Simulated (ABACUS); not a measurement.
# AlN (P1) in ABACUS: convergence with wavefunction cutoff

Aim: find how far wavefunction cutoff must go before the results for AlN settle, at PBE. This setting moves, with any that are tied to it; all else stays.

All numbers are computed with ABACUS 3.10.1; they aren't measurements. Logs are shortened: lines on timing, memory, paths and dates and some standing lists are left out, and cuts for length are marked.

## (1) The cell of the first run

The typed cell holds 2 atoms: a = 3.089 Å, b = 3.089 Å, c = 3.089 Å, α = 60.00°, β = 60.00°, γ = 60.00°.

The cell comes from a database or a generator and needn't be the stable form of this composition.

The cell isn't the ideal one: atoms moved at random.

## (2) With wavefunction cutoff 29 Ry

File INPUT:

```
INPUT_PARAMETERS
suffix              AlN
calculation         scf
basis_type          pw
pseudo_dir          ./
symmetry            1
dft_functional      pbe
ecutwfc             29
pseudo_rcut         7
nspin               1
nbands              8
ks_solver           dav
smearing_method     mp
smearing_sigma      0.00734986
scf_thr             1e-08
scf_nmax            100
mixing_type         broyden
mixing_beta         0.7
cal_force           1
cal_stress          1
kpar                4
```

File STRU:

```
ATOMIC_SPECIES
Al 26.9815 Al.upf
N 14.0070 N.upf

LATTICE_CONSTANT
1.8897261246

LATTICE_VECTORS
0.0000000000 2.1839935596 2.1839935596
2.1839935596 0.0000000000 2.1839935596
2.1839935596 2.1839935596 0.0000000000

ATOMIC_POSITIONS
Direct

Al
0.0
1
0.0015980000 0.0079720000 -0.0038830000 1 1 1

N
0.0
1
0.2477660000 0.2494170000 0.2512300000 1 1 1
```

File KPT:

```
K_POINTS
0
Gamma
6 6 6 0 0 0
```

Potentials or basis: PseudoDojo NC SR 0.5 PBE standard, plane waves.

On the command line:

```console
OMP_NUM_THREADS=1 mpirun -np 4 abacus > log
```

running log:

```text
ABACUS v3.10.1

               Atomic-orbital Based Ab-initio Computation at UStc

 ------------------------------------------------------------------------------------

 READING GENERAL INFORMATION
                           global_out_dir = OUT.AlN/
                           global_in_card = INPUT
                               pseudo_dir = ./
                              orbital_dir =
                                    DSIZE = 4
                                    GSIZE = 1

 READING UNITCELL INFORMATION
                                    ntype = 2
                  lattice constant (Bohr) = 1.88973
              lattice constant (Angstrom) = 1

 READING ATOM TYPE 1
                               atom label = Al
                      L=0, number of zeta = 1
                      L=1, number of zeta = 1
                      L=2, number of zeta = 1
             number of atom for this type = 1

 READING ATOM TYPE 2
                               atom label = N
                      L=0, number of zeta = 1
                      L=1, number of zeta = 1
                      L=2, number of zeta = 1
             number of atom for this type = 1

                        TOTAL ATOM NUMBER = 2
DIRECT COORDINATES
    atom                   x                   y                   z     mag                  vx                  vy                  vz
taud_Al1            0.0015980000        0.0079720000        0.9961170000  0.0000        0.0000000000        0.0000000000        0.0000000000
taud_N1            0.2477660000        0.2494170000        0.2512300000  0.0000        0.0000000000        0.0000000000        0.0000000000

                          Volume (Bohr^3) = 140.598
                             Volume (A^3) = 20.8345

 Lattice vectors: (Cartesian coordinate: in unit of a_0)
                   +0            +2.18399            +2.18399
             +2.18399                  +0            +2.18399
             +2.18399            +2.18399                  +0
 Reciprocal vectors: (Cartesian coordinate: in unit of 2 pi/a_0)
            -0.228938           +0.228938           +0.228938
            +0.228938           -0.228938           +0.228938
            +0.228938           +0.228938           -0.228938
 The esolver type has been set to : ksdft_pw

                PAO radial cut off (Bohr) = 7

 Read in pseudopotential file is Al.upf
                     pseudopotential type = NC
          exchange-correlation functional = PBE
                 nonlocal core correction = 1
                        valence electrons = 3
                                     lmax = 2
                           number of zeta = 2
                     number of projectors = 6
                           L of projector = 0
                           L of projector = 0
                           L of projector = 1
                           L of projector = 1
                           L of projector = 2
                           L of projector = 2
                PAO radial cut off (Bohr) = 7

[... 153 lines left out ...]
        1             85            537

 SETUP NONLOCAL PSEUDOPOTENTIALS IN PLANE WAVE BASIS
 Al non-local projectors:
 projector 1 L=0
 projector 2 L=0
 projector 3 L=1
 projector 4 L=1
 projector 5 L=2
 projector 6 L=2
 N non-local projectors:
 projector 1 L=0
 projector 2 L=0
 projector 3 L=1
 projector 4 L=1
      TOTAL NUMBER OF NONLOCAL PROJECTORS = 26

 Init Non-Local PseudoPotential table :
 Init Non-Local-Pseudopotential done.

                                     npwx = 388

 Make real space PAO into reciprocal space.
       max mesh points in Pseudopotential = 701
     dq(describe PAO in reciprocal space) = 0.01
                                    max q = 651

 number of pseudo atomic orbitals for Al is 2
WARNING: norm of atomic wavefunction # 1 of atomic type Al is 0.999207, renormalized
WARNING: norm of atomic wavefunction # 2 of atomic type Al is 0.984433, renormalized

 number of pseudo atomic orbitals for N is 2
WARNING: norm of atomic wavefunction # 2 of atomic type N is 0.9999, renormalized

 -------------------------------------------
 SELF-CONSISTENT
 -------------------------------------------
                                 init_chg = atomic

 PW ALGORITHM --------------- ION=   1  ELEC=   1--------------------------------

 Density error is 0.306020405565
                          Error Threshold = 0.01
----------------------------------------------------------
     Energy           Rydberg                 eV
----------------------------------------------------------
 E_KohnSham     -25.1709366614       -342.4681625918
 E_Harris       -23.5224842076       -320.0398163380
 E_Fermi        0.4560552613         6.2049501566
----------------------------------------------------------
[... 63 lines left out ...]
 Density error is 2.08965953332e-10
                          Error Threshold = 1.42514429315e-10
----------------------------------------------------------
     Energy           Rydberg                 eV
----------------------------------------------------------
 E_KohnSham     -25.2542231090       -343.6013328455
 E_KS(sigma->0) -25.2542231090       -343.6013328455
 E_Harris       -25.2542457297       -343.6016406161
 E_band         1.1315870822         15.3960321012
 E_one_elec     -0.3620908784        -4.9264991403
 E_Hartree      5.3078465925         72.2169577680
 E_xc           -8.4012821948        -114.3053083555
 E_Ewald        -21.7986966283       -296.5864831177
 E_entropy(-TS) 0.0000000000         0.0000000000
 E_descf        0.0000000000         0.0000000000
 E_exx          0.0000000000         0.0000000000
 E_Fermi        0.6935960606         9.4368585344
----------------------------------------------------------

 charge density convergence is achieved
 final etot is -343.60133285 eV
 EFERMI = 9.4368585344 eV

 STATE ENERGY(eV) AND OCCUPATIONS    NSPIN == 1
 1/28 kpoint (Cartesian) = 0.0000 0.0000 0.0000 (339 pws)
       1       -8.22147     0.00925926
       2        7.24618     0.00925926
       3        7.31685     0.00925926
       4        7.39689     0.00925926
       5        11.1842   -6.31627e-89
       6        19.6527   -3.69276e-88
       7        19.6639   -3.69678e-88
       8        19.6726   -3.69993e-88
[... 41 lines left out ...]
 6/28 kpoint (Cartesian) = 0.0000 0.0000 0.076313 (355 pws)
       1       -7.73131      0.0185185
       2        5.32666      0.0185185
       3        6.65793      0.0185185
       4        6.78368      0.0185185
       5        13.0185   -2.58933e-88
       6        18.2558   -6.37562e-88
       7        19.7203   -7.43434e-88
       8        20.5010   -7.99876e-88

[... levels at 22 further k points ...]

------------------------------------------------------------------------------------------
 TOTAL-FORCE (eV/Angstrom)
------------------------------------------------------------------------------------------
                       Al1        -0.1187331311         0.0329965564        -0.4425787863
                        N1         0.1187331311        -0.0329965564         0.4425787863
------------------------------------------------------------------------------------------

----------------------------------------------------------------
 TOTAL-STRESS (KBAR)
----------------------------------------------------------------
      -577.6411081970        21.8663997352        -1.6968412446
        21.8663997352      -577.5389651412         5.8899608505
        -1.6968412446         5.8899608505      -579.0474972796
----------------------------------------------------------------
 TOTAL-PRESSURE: -578.075857 KBAR

 --------------------------------------------
 !FINAL_ETOT_IS -343.6013328455227906 eV
 --------------------------------------------
```

Wall time 2 s (4 MPI ranks of AMD EPYC 7B13 (Zen 3), shared host); peak memory 0.2 GiB.

Results:

```
Free energy            : -343.6013 eV
Pressure               : -57.8 GPa
Largest force          : 0.459 eV/Å
Band gap on the k mesh : 3.00 eV, indirect (least direct gap 3.79 eV)
```

## (3) With wavefunction cutoff 38 Ry

INPUT, as its differences from that of step 2:

```diff
@@ -7,3 +7,3 @@
 dft_functional      pbe
-ecutwfc             29
+ecutwfc             38
 pseudo_rcut         7
```

STRU is that of step 2.

KPT is that of step 2.

Potentials or basis: PseudoDojo NC SR 0.5 PBE standard, plane waves.

On the command line:

```console
OMP_NUM_THREADS=1 mpirun -np 4 abacus > log
```

It took 2.2 s on 4 MPI ranks of AMD EPYC 7B13 (Zen 3), shared host; peak memory 0.2 GiB.

Results:

```yaml
Free_energy: -346.4683 eV
Pressure: -32.1 GPa
Largest_force: 0.425 eV/Å
Band_gap_on_the_k_mesh: 3.19 eV, indirect (least direct gap 4.00 eV)
```

## (4) With wavefunction cutoff 46 Ry

INPUT, as its differences from that of step 3:

```diff
@@ -7,3 +7,3 @@
 dft_functional      pbe
-ecutwfc             38
+ecutwfc             46
 pseudo_rcut         7
```

STRU is that of step 3.

KPT is that of step 3.

On the command line:

```console
OMP_NUM_THREADS=1 mpirun -np 4 abacus > log
```

Run time: 1.9 s. Hardware: 4 MPI ranks of AMD EPYC 7B13 (Zen 3), shared host; peak memory 0.2 GiB.

What came out:

```
Free energy            : -347.5056 eV
Pressure               : -14.3 GPa
Largest force          : 0.418 eV/Å
Band gap on the k mesh : 3.23 eV, indirect (least direct gap 4.07 eV)
```

## (5) With wavefunction cutoff 59 Ry

INPUT, as its differences from that of step 4:

```diff
@@ -7,3 +7,3 @@
 dft_functional      pbe
-ecutwfc             46
+ecutwfc             59
 pseudo_rcut         7
```

STRU is that of step 4.

KPT is that of step 4.

On the command line:

```console
OMP_NUM_THREADS=1 mpirun -np 4 abacus > log
```

Wall time 5.3 s (4 MPI ranks of AMD EPYC 7B13 (Zen 3), shared host); peak memory 0.24 GiB.

Results:

```
Free energy            : -348.0200 eV
Pressure               : 0.4 GPa
Largest force          : 0.415 eV/Å
Band gap on the k mesh : 3.25 eV, indirect (least direct gap 4.11 eV)
```

## (6) With wavefunction cutoff 71 Ry

INPUT, as its differences from that of step 5:

```diff
@@ -7,3 +7,3 @@
 dft_functional      pbe
-ecutwfc             59
+ecutwfc             71
 pseudo_rcut         7
```

STRU is that of step 5.

KPT is that of step 5.

Potentials or basis: PseudoDojo NC SR 0.5 PBE standard, plane waves.

On the command line:

```console
OMP_NUM_THREADS=1 mpirun -np 4 abacus > log
```

It took 4.6 s on 4 MPI ranks of AMD EPYC 7B13 (Zen 3), shared host; peak memory 0.28 GiB.

It converged, with:

```yaml
Free_energy: -348.0910 eV
Pressure: 4.1 GPa
Largest_force: 0.415 eV/Å
Band_gap_on_the_k_mesh: 3.25 eV, indirect (least direct gap 4.11 eV)
```

## (7) With wavefunction cutoff 84 Ry

INPUT, as its differences from that of step 6:

```diff
@@ -7,3 +7,3 @@
 dft_functional      pbe
-ecutwfc             71
+ecutwfc             84
 pseudo_rcut         7
```

STRU is that of step 6.

KPT is that of step 6.

On the command line:

```console
OMP_NUM_THREADS=1 mpirun -np 4 abacus > log
```

It took 9.1 s on 4 MPI ranks of AMD EPYC 7B13 (Zen 3), shared host; peak memory 0.32 GiB.

Results (log left out):

* Free energy: -348.0966 eV
* Pressure: 4.6 GPa
* Largest force: 0.416 eV/Å
* Band gap on the k mesh: 3.25 eV, indirect (least direct gap 4.12 eV)

## (8) With wavefunction cutoff 101 Ry

INPUT, as its differences from that of step 7:

```diff
@@ -7,3 +7,3 @@
 dft_functional      pbe
-ecutwfc             84
+ecutwfc             101
 pseudo_rcut         7
```

STRU is that of step 7.

KPT is that of step 7.

On the command line:

```console
OMP_NUM_THREADS=1 mpirun -np 4 abacus > log
```

Run time: 14 s. Hardware: 4 MPI ranks of AMD EPYC 7B13 (Zen 3), shared host; peak memory 0.32 GiB.

The run converged. Its results:

* Free energy: -348.0970 eV
* Pressure: 4.6 GPa
* Largest force: 0.416 eV/Å
* Band gap on the k mesh: 3.25 eV, indirect (least direct gap 4.12 eV)

## (9) With wavefunction cutoff 126 Ry

INPUT, as its differences from that of step 8:

```diff
@@ -7,3 +7,3 @@
 dft_functional      pbe
-ecutwfc             101
+ecutwfc             126
 pseudo_rcut         7
```

STRU is that of step 8.

KPT is that of step 8.

Potentials or basis: PseudoDojo NC SR 0.5 PBE standard, plane waves.

On the command line:

```console
OMP_NUM_THREADS=1 mpirun -np 4 abacus > log
```

Run time: 16 s. Hardware: 4 MPI ranks of AMD EPYC 7B13 (Zen 3), shared host; peak memory 0.4 GiB.

The run converged. Its results:

| Quantity | Value |
| --- | --- |
| Free energy | -348.0976 eV |
| Pressure | 4.6 GPa |
| Largest force | 0.416 eV/Å |
| Band gap on the k mesh | 3.25 eV, indirect (least direct gap 4.12 eV) |

## (10) Result

| wavefunction cutoff | energy less the tightest run, at zero smearing (meV/atom) | pressure (GPa) | largest force (eV/Å) | gap on the mesh (eV) | SCF cycles | CPU time (s) |
| --- | --- | --- | --- | --- | --- | --- |
| 29 Ry | 2248.19 | -57.81 | 0.459 | 3.003 | 7 | 7.6 |
| 38 Ry | 814.67 | -32.10 | 0.425 | 3.186 | 8 | 8.5 |
| 46 Ry | 296.02 | -14.27 | 0.418 | 3.227 | 8 | 7.3 |
| 59 Ry | 38.80 | 0.40 | 0.415 | 3.246 | 8 | 21 |
| 71 Ry | 3.33 | 4.07 | 0.415 | 3.248 | 9 | 18 |
| 84 Ry | 0.54 | 4.60 | 0.416 | 3.248 | 9 | 35 |
| 101 Ry | 0.34 | 4.58 | 0.416 | 3.248 | 9 | 51 |
| 126 Ry | 0.00 | 4.59 | 0.416 | 3.248 | 9 | 63 |

Against the tightest run, the energy stays within 1 meV/atom from 84 Ry on; the pressure stays within 0.1 GPa from 84 Ry on; the largest force stays within 0.005 eV/Å from 46 Ry on; the gap on the mesh stays within 0.01 eV from 59 Ry on. The tightest run that finished is the yardstick and may itself not be fully converged.
